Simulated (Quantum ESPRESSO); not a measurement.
WC (Qusongite):

```
W C
1.0
     2.90650    0.00000    0.00000
    -1.45325    2.51710    0.00000
     0.00000    0.00000    2.83660
W C
1 1
Direct
  0.00000 0.00000 0.00000
  0.66667 0.33333 0.50000
```

Base run:

```yaml
Program: Quantum ESPRESSO 7.5
Functional: PBE
Potentials_or_basis: PseudoDojo 0.4 FR PBE standard
Cutoff: 1116 eV
Density_cutoff: 4463 eV
k_mesh: 10 × 10 × 9
Occupations: fermi-dirac, width 0.05 eV
Spin: spin-orbit coupling, no magnetisation
```

Its results: band gap on the k mesh none (metal or under the smearing width); pressure 6.0 GPa.

The run is repeated on the same cell with these changes: k mesh from 10 × 10 × 9 to 4 × 4 × 4. What comes out?

Band gap on the k mesh none (metal or under the smearing width); pressure 6.6 GPa.

Caveats: some runs use coarse meshes.

Not every run made on this cell is shown here.
